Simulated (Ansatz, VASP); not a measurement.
**PbF2 in VASP and in Ansatz**

```
Pb F
1.0
     0.00000    2.96985    2.96985
     2.96985    0.00000    2.96985
     2.96985    2.96985    0.00000
Pb F
1 2
Direct
  0.00000 0.00000 0.00000
  0.23948 0.23948 0.26052
  0.73948 0.73948 0.76052
```

Change from the starting cell: all F atoms moved +0.062 Å, as atom 2 towards its neighbour atom 3 (F) at 2.970 Å.

Alike in both runs: task single point; functional PBE; k mesh 8 × 8 × 8; occupations gaussian, width 0.05 eV; no spin polarisation.

```csv
,VASP,Ansatz
version,VASP 6.6.1,Ansatz 0.2.0
potentials or method,"VASP PAW PBE potentials, release 64 (Pb_d, F)","scalar-relativistic, plane waves, PAW"
plane-wave cutoff (eV),520,420
valence electrons in the cell,28,28
```

Ansatz gave:

```
gap on the k mesh at the Fermi level (eV) : 4.42
least direct gap on the mesh (eV)         : 4.57
pressure (GPa)                            : 2.3
rms of the force components (eV/Å)        : 0.039
```

Question: What did VASP give for the same quantities?

Answer: gap on the k mesh at the Fermi level (eV): 4.41; least direct gap on the mesh (eV): 4.57; pressure (GPa): 2.1; rms of the force components (eV/Å): 0.040.

Atom by atom the forces differ by 0.001 eV/Å (rms over components).

Caveats: spin-orbit coupling is left out, which as a rule narrows the gap of such compounds by several tenths of an eV. A k mesh can miss the band edges.
